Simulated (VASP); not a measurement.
# K: intraband terms of a metal's spectrum

K, R-3m (no. 166), 3 atoms in the cell. PBE, independent-particle dielectric function; PAW potentials K_sv (PBE set).

## Input

INCAR.step1:
```
PREC = Accurate
ENCUT = 300
ISMEAR = 1
SIGMA = 0.1
EDIFF = 1E-7
LASPH = T
KPAR = 4
LWAVE = F
LCHARG = T
LMAXMIX = 4
```

INCAR.step2:
```
PREC = Accurate
ENCUT = 300
ISMEAR = 0
SIGMA = 0.3
EDIFF = 1E-6
LASPH = T
KPAR = 4
LWAVE = T
LCHARG = F
LMAXMIX = 4
ICHARG = 11
NBANDS = 36
NEDOS = 3000
OMEGAMAX = 30
CSHIFT = 0.1
```

INCAR.step3, as INCAR.step2 but for:
```
- LWAVE = T
+ LWAVE = F
+ LOPTICS = T
+ ALGO = None
+ NELM = 1
+ ISTART = 1
```

INCAR.step4, as INCAR.step3 but for:
```
+ WPLASMAI = 0.03
```

INCAR.step5 to INCAR.step6 change the same tag again: WPLASMAI = 0.1, 0.3.

INCAR.step7, as INCAR.step6 but for:
```
- WPLASMAI = 0.3
+ RTIME = 1
```

INCAR.step8, as INCAR.step7 but for:
```
- RTIME = 1
+ RTIME = 5
```

INCAR.step9, as INCAR.step8 but for:
```
- RTIME = 5
+ LNABLA = T
```

INCAR.step10, as INCAR.step9 but for:
```
- ISMEAR = 0
- LNABLA = T
+ ISMEAR = -5
```

KPOINTS.step1:
```
k-points
0
Gamma
  7 7 7
```

KPOINTS.step2:
```
k-points
0
Gamma
  10 10 10
```

POSCAR:
```
K
1.0
    2.3932142254      1.3817228773     11.6385728600
   -2.3932142254      1.3817228773     11.6385728600
    0.0000000000     -2.7634457545     11.6385728600
K
3
Direct
    0.2222583900      0.2222583900      0.2222583900
    0.7777416100      0.7777416100      0.7777416100
    0.0000000000      0.0000000000      0.0000000000
```

Commands (each step's output is kept before the next begins):
```
cat potpaw_PBE.64/K_sv/POTCAR > POTCAR
cp INCAR.step1 INCAR
cp KPOINTS.step1 KPOINTS
mpirun -np 4 vasp_std > vasp.out
cp INCAR.step2 INCAR
cp KPOINTS.step2 KPOINTS
mpirun -np 4 vasp_std > vasp.out
cp INCAR.step3 INCAR
mpirun -np 4 vasp_std > vasp.out
cp INCAR.step4 INCAR
mpirun -np 4 vasp_std > vasp.out
cp INCAR.step5 INCAR
mpirun -np 4 vasp_std > vasp.out
cp INCAR.step6 INCAR
mpirun -np 4 vasp_std > vasp.out
cp INCAR.step7 INCAR
mpirun -np 4 vasp_std > vasp.out
cp INCAR.step8 INCAR
mpirun -np 4 vasp_std > vasp.out
cp INCAR.step9 INCAR
mpirun -np 4 vasp_std > vasp.out
cp INCAR.step10 INCAR
mpirun -np 4 vasp_std > vasp.out
```

## Result

- Bands: 36

One ground state, settings moved in the last step alone:

| Settings | Plasma frequency (eV) | Im ε at 0.5 eV | Im ε at 1 eV | Im ε at 2 eV | Im ε at 4 eV | Time (s) |
|---|---|---|---|---|---|---|
| interband part alone | 3.97 | 2.8 | 0.3 | 0.1 | 0.1 | 115 |
| Drude term, WPLASMAI 0.03 | 3.97 | 6.5 | 0.8 | 0.2 | 0.1 | 87 |
| Drude term, WPLASMAI 0.1 | 3.97 | 14.9 | 1.9 | 0.3 | 0.1 | 116 |
| Drude term, WPLASMAI 0.3 | 3.97 | 30.6 | 4.7 | 0.7 | 0.1 | 106 |
| relaxation time RTIME 1 fs | 3.97 | 33.1 | 7.6 | 1.3 | 0.2 | 93 |
| relaxation time RTIME 5 fs | 3.97 | 18.3 | 2.4 | 0.4 | 0.1 | 100 |
| transversal form (LNABLA) | 3.96 | 2.7 | 0.3 | 0.1 | 0.1 | 79 |
| tetrahedron method | – | – | – | – | – | no result |

VASP 6.6.1 took 1985 s on 4 cores (AMD EPYC 7R43 (Zen 3)), a shared host.
